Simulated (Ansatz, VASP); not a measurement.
**One calculation of TiAl3, two programs**

```
CELL_PARAMETERS angstrom
3.95567 0.00000 0.00000
0.00000 3.95567 0.00000
0.00000 0.00000 3.95567
ATOMIC_POSITIONS crystal
Ti 0.00000 0.00000 0.00000
Al 0.00000 0.50000 0.50000
Al 0.50000 0.00000 0.50000
Al 0.50000 0.50000 0.00000
```

The cell comes from a database or a generator and needn't be the stable form of this composition.

Alike in both runs: task single point; functional PBEsol; k mesh 7 × 7 × 7; occupations fermi-dirac, width 0.05 eV; no spin polarisation.

```csv
,VASP,Ansatz
version,VASP 6.6.1,Ansatz 0.2.0
potentials or method,"VASP PAW PBE potentials, release 64 (Ti_sv, Al)",Ansatz PAW
plane-wave cutoff (eV),520,420
valence electrons in the cell,21,21
```

Ansatz gave:

```
gap on the k mesh at the Fermi level (eV) : none
pressure (GPa)                            : -0.6
```

What did VASP give for the same quantities?

gap on the k mesh at the Fermi level (eV): none; pressure (GPa): -0.5.

A gap of «none» marks a metal or a gap that the smearing closes.

Caveats: the PAW data sets were made with another functional, which shifts forces and pressure a little (VASP); the PAW data sets come from PBE, with cores solved anew for the run's functional, which leaves a small shift of forces and pressure (Ansatz).
